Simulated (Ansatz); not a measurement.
## Si (simple cubic): energy against volume

These are results of DFT, RPBE, plane waves (420 eV) with PAW, scalar-relativistic (Ansatz 0.2.0), not measurements. (PAW data from PBE, frozen cores regenerated.)

The cell is scaled uniformly from the relaxed one, with fractional coordinates and shape fixed. Energies are extrapolated to zero smearing, pressures are those at the given smearing. Magnetic state: spin not included.

A Birch-Murnaghan fit gives V₀ = 16.47 Å³/atom, B₀ = 99 GPa, B₀′ = 4.5.

What are the energy above the minimum and the pressure at 14.450 Å³/atom?

97.3 meV/atom and 17.27 GPa as computed.

What are the energy above the minimum and the pressure at 15.764 Å³/atom?

10.2 meV/atom and 4.84 GPa as computed.

What are the energy above the minimum and the pressure at 17.735 Å³/atom?

26.0 meV/atom and -6.10 GPa as computed.
